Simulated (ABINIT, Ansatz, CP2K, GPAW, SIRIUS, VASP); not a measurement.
**One calculation of Ta2N, 7 ways**

```xyz
3
Lattice="3.1129 0.0000 0.0000 -1.5564 2.6958 0.0000 0.0000 0.0000 4.8698" Properties=species:S:1:pos:R:3 pbc="T T T"
Ta    0.0000    1.7972    1.2404
Ta    1.5564    0.8986    3.6294
N     0.0000    0.0000    0.0000
```

The cell comes from a database or a generator and needn't be the stable form of this composition.

Alike in all runs: task single point; functional PBEsol; k mesh 10 × 10 × 6; occupations fermi-dirac, width 0.05 eV; no spin polarisation; no spin-orbit coupling. Pressure is positive in compression and, in plane waves, holds the error of the finite cutoff.

```
                                                     program and potentials  plane-wave cutoff (eV)                                                                              notes  pressure (GPa)  largest force (eV/Å)
                             Ansatz, all-electron LAPW, scalar-relativistic                       -                                                                                  -           -9.07                 0.295
                                       VASP, PBE PAW files N, Ta_pv, 520 eV                     520                    potentials made for PBE; 9 valence electrons an atom on average           -8.65                 0.249
                          GPAW, PAW data sets generated for this functional                     800                                         10.33 valence electrons an atom on average           -9.01                 0.262
CP2K, POTENTIAL_UZH Ta GTH-PBE-q13, N GTH-PBE-q5; TZVP-MOLOPT-PBE-GTH basis                       -  atomic basis; potentials made for PBE; 10.33 valence electrons an atom on average           -9.70                 0.331
             SIRIUS, PseudoDojo 0.4.1 PBEsol standard (scalar relativistic)                    1152                                         10.33 valence electrons an atom on average           -9.18                 0.290
                            ABINIT, PseudoDojo NC SR PBEsol v0.4.1 standard                    1143                                         10.33 valence electrons an atom on average           -9.17                 0.290
                              SIRIUS, all-electron FP-LAPW, apw+lo standard                       -                                                                                  -               -                 0.310
```

Force on atom 1 (Ta), eV/Å:

| program and potentials | x | y | z |
| --- | --- | --- | --- |
| Ansatz, all-electron LAPW, scalar-relativistic | 0.000 | 0.000 | -0.295 |
| VASP, PBE PAW files N, Ta_pv, 520 eV | 0.000 | 0.000 | -0.249 |
| GPAW, PAW data sets generated for this functional | 0.000 | 0.000 | -0.262 |
| CP2K, POTENTIAL_UZH Ta GTH-PBE-q13, N GTH-PBE-q5; TZVP-MOLOPT-PBE-GTH basis | 0.000 | 0.000 | -0.331 |
| SIRIUS, PseudoDojo 0.4.1 PBEsol standard (scalar relativistic) | 0.000 | 0.000 | -0.290 |
| ABINIT, PseudoDojo NC SR PBEsol v0.4.1 standard | 0.000 | 0.000 | -0.290 |
| SIRIUS, all-electron FP-LAPW, apw+lo standard | 0.000 | 0.000 | -0.310 |

The pressure spans -9.70 (CP2K, POTENTIAL_UZH Ta GTH-PBE-q13, N GTH-PBE-q5; TZVP-MOLOPT-PBE-GTH basis) to -8.65 GPa (VASP, PBE PAW files N, Ta_pv, 520 eV), with all-electron results at -9.07. Rows in atomic bases carry the error of their basis and grid, which can be large.

Differences between rows come from potentials, basis sets and numerical settings, since the functional is the same but for its coding. Runs on potential files found faulty are left out.
